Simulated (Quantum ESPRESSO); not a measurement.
# MoS2 in Quantum ESPRESSO: the effect of functional

Crystal: MoS2.

```
CELL_PARAMETERS angstrom
1.58000 0.91221 6.15000
-1.58000 0.91221 6.15000
0.00000 -1.82443 6.15000
ATOMIC_POSITIONS crystal
Mo 0.00000 0.00000 0.00000
S 0.41700 0.41700 0.41700
S 0.25000 0.25000 0.25000
```

Measurements of this composition are mostly on another form, of space group No. 194.

Alike in all runs:

```yaml
Program: Quantum ESPRESSO 7.5
Task: phonons
Cutoff: 1088 eV
Density_cutoff: 4354 eV
k_mesh: 4 × 4 × 4, shifted
Occupations: fermi-dirac, width 0.05 eV
Spin: no spin polarisation
```

Each run relaxes the cell or the atoms first.

```tsv
functional	potentials or basis	relaxed volume (Å³/atom)	highest phonon frequency (cm⁻¹)
LDA	PseudoDojo 0.4.1 SR LDA standard	?	?
PBE	PseudoDojo 0.4.1 SR PBE standard	20.01	457
PBEsol	PseudoDojo 0.4.1 SR PBEsol standard	17.92	467
```

What does the run with functional LDA give?

Relaxed volume 16.94 Å³/atom; highest phonon frequency 471 cm⁻¹.

Caveats: all runs use coarse meshes; the layers were relaxed without a dispersion term, so their spacing and the soft interlayer modes are unreliable.
